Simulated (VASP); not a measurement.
Crystal: BeTe.

```
Be Te
1.0
     0.00000    2.77000    2.77000
     2.77000    0.00000    2.77000
     2.77000    2.77000    0.00000
Be Te
1 1
Cartesian
  0.0000 0.0000 0.0000
  4.1550 4.1550 4.1550
```

Base run:

* Program: VASP 6.6.1
* Functional: PBE
* Potentials or basis: VASP PAW PBE potentials, release 64 (Be, Te)
* Cutoff: 520 eV
* k mesh: 11 × 11 × 11
* Occupations: fermi-dirac, width 0.03 eV
* Spin: no spin polarisation

Its results: band gap on the k mesh 1.87 eV, indirect (least direct gap 3.56 eV); pressure 4.5 GPa.

The run is repeated on the same cell with these changes: functional from PBE to r2SCAN; further incar settings from ALGO = Fast; EDIFF = 1e-07; NBANDS = 11 to ALGO = Normal; EDIFF = 1e-08; NBANDS = 11. What comes out?

Band gap on the k mesh 2.23 eV, indirect (least direct gap 3.96 eV); pressure 4.4 GPa.

Caveats: spin-orbit coupling is left out, which moves the levels of the heavy elements; an odd mesh through Γ misses points on the zone boundary, where band edges often lie; the PAW data sets were made with another functional, which shifts forces and pressure a little (some runs).
